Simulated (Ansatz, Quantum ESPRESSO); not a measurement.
## Au: changing spin-orbit coupling

Space group Fm-3m (No. 225). a = 4.070 Å, b = 4.070 Å, c = 4.070 Å, α = 90.00°, β = 90.00°, γ = 90.00°
```csv
atom,site,symmetry,x,y,z
Au,4a,m-3m,0.0000,0.0000,0.0000
```

Kept alike: task band structure; functional PBEsol; k mesh 11 × 11 × 11; occupations fermi-dirac, width 0.05 eV. Program: Ansatz, Ansatz PAW, cutoff 420 eV. The mesh is that of the run's cell of 1 atom.

| spin-orbit coupling | pressure (GPa) |
| --- | --- |
| off | 1.68 |
| on | 0.18 |

Pressure is positive in compression, with a Pulay correction for the finite cutoff. For a metal such a mesh leaves the last digits unconverged. All rows use potentials made for PBE.

Problem. What does spin-orbit coupling change here?

Solution. The pressure runs from 0.18 (on) to 1.68 GPa (off). A twin series (Quantum ESPRESSO, PseudoDojo 0.4.1 SR PBEsol standard) moves it by -0.975 between off and on, against -1.505 GPa here.

At this fixed lattice constant, spin-orbit coupling removes most of the compressive pressure, which falls from 1.68 to 0.18 GPa. The cell therefore pushes outward less, and the preferred volume is slightly smaller with the coupling than without it. In a nearly filled 5d shell, the first-order spin-orbit shifts largely cancel in the total energy, so the effect on bonding has to come mainly through hybridisation. A probable route is that the raised j = 5/2 states lie closer to the 6s-6p states and mix more strongly with them, adding some d character to the cohesion. This is separate from the larger scalar-relativistic contraction of the 6s shell, which is presumably present in both rows. The twin series gives the same sign but a smaller shift, perhaps because the potentials describe the relativistic 5d and 6p states differently. The direction of the effect is thus better supported than its size, and a pressure at one volume doesn't show how the coupling changes the stiffness of the lattice.
